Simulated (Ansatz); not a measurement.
**BaS: frozen-core PAW against all-electron methods**

```
Ba S
1.0
     5.38062    0.00000    0.00000
    -2.69031    4.65975    0.00000
     0.00000    0.00000    6.38363
Ba S
2 2
Cartesian
  0.0000 3.1065 -0.3958
  2.6903 1.5533 2.7960
  0.0000 3.1065 2.7960
  2.6903 1.5533 5.9879
```

Atoms are numbered in the order listed.

The structure comes from a relaxation in the same program, started in the wurtzite type, and has space group P6_3/mmc. Whether it is a known phase or the ground state wasn't checked. The relaxation left the symmetry of that type.

No spin–orbit coupling, which matters for the heavy atoms here.

All numbers are computed: DFT, PBE, PAW with Ansatz's default frozen-core files, scalar-relativistic (Ansatz 0.2.0); DFT, PBE, all-electron PAW with datasets made for the crystal, scalar-relativistic (Ansatz 0.2.0); DFT, PBE, all-electron LAPW, scalar-relativistic (Ansatz 0.2.0).

For PAW: a Γ-centred 8×8×5 k mesh, Fermi–Dirac smearing of 0.03 eV, cutoff 420 eV, no spin polarisation. The crystal-made all-electron datasets (AE datasets) take a cutoff of 220 eV at this cell. LAPW targets a basis error of 1 meV/atom. The Ansatz runs share mesh, smearing and spin set-up. Plane-wave (PAW) pressures include the program's estimate of the Pulay term.

Stress and pressure are positive in compression.

Spin–orbit coupling is left out, which moves gradients at and beside heavy atoms by some per cent and at worst by a factor of two.

Levels count from the top of the valence band.

```
                             quantity     PAW  AE datasets    LAPW
                       pressure (GPa)    0.01         0.01    0.01
                        band gap (eV)   2.560        2.561   2.561
       highest filled level at L (eV)  -0.457       -0.457  -0.457
         lowest empty level at L (eV)   3.928        3.929   3.929
       highest filled level at A (eV)  -0.937       -0.937  -0.937
         lowest empty level at A (eV)   3.814        3.814   3.814
       highest filled level at K (eV)  -0.109       -0.108  -0.108
         lowest empty level at K (eV)   2.560        2.561   2.561
field gradient Vzz at Ba1 (10²¹ V/m²)   -3.84        -3.84       –
 field gradient Vzz at S3 (10²¹ V/m²)   -0.27        -0.27       –
```

PAW's pressure differs from the LAPW value by about 0.01 GPa or less. Datasets made for the crystal and LAPW share parts of one code, so their agreement isn't an independent check.
